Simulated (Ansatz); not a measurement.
Crystal: MnO.

```xyz
2
Lattice="0.0000 2.2239 2.2239 2.2239 0.0000 2.2239 2.2239 2.2239 0.0000" Properties=species:S:1:pos:R:3 pbc="T T T"
Mn    0.0000    0.0000    0.0000
O     2.2239    2.2239    2.2239
```

The cell is a database's computed one.

```yaml
Program: Ansatz 0.2.0
Task: relaxation of cell and atoms
Functional: HF
Potentials_or_basis: Ansatz PAW
Cutoff: "420 eV (not typed: the program's choice for these potentials)"
k_mesh: 5 × 5 × 5
Occupations: fermi-dirac, width 0.05 eV
Spin: collinear spin, ferromagnetic start
Starting_moments: "[4.0, 0.0] μB"
```

At the start: volume 11.00 Å³/atom.

Question: Where does the relaxation end?

Answer: It ends after 5 steps and the volume is 11.50 Å³/atom (+4.6 %); space group Fm-3m (No. 225, to 0.05 Å); moment 5.00 μB per cell.

Step by step:
| step | energy change (eV) | largest force (eV/Å) | volume (Å³) |
| --- | --- | --- | --- |
| 1 | 0.0000 | 0.0000 | 22.00 |
| 2 | -0.0152 | 0.0000 | 22.80 |
| 3 | -0.0143 | 0.0000 | 23.00 |
| 4 | -0.0142 | 0.0000 | 23.01 |
| 5 | -0.0237 | 0.0000 | 23.01 |

Final structure:
```cif
data_structure
_symmetry_space_group_name_H-M 'P 1'
_symmetry_Int_Tables_number 1
_cell_length_a 3.1926
_cell_length_b 3.1926
_cell_length_c 3.1926
_cell_angle_alpha 60.000
_cell_angle_beta 60.000
_cell_angle_gamma 60.000
_cell_volume 23.01
loop_
_atom_site_label
_atom_site_type_symbol
_atom_site_fract_x
_atom_site_fract_y
_atom_site_fract_z
_atom_site_occupancy
Mn1 Mn 0.00000 0.00000 0.00000 1
O1 O 0.50000 0.50000 0.50000 1
```

Caveat: the k mesh is coarse (spacing up to 0.49 Å⁻¹), so the values aren't converged, least of all with exact exchange; the magnetic or orbital state may not be the lowest; the plane-wave basis is chosen anew once the cell has moved, so the energies of steps on either side of that aren't comparable; the pressure holds a Pulay correction of +1.4 GPa for the finite cutoff; a cell with one magnetic atom can't hold antiferromagnetic order, which such compounds often take; the PAW data sets come from PBE, with cores solved anew for the run's functional, which leaves a small shift of forces and pressure.
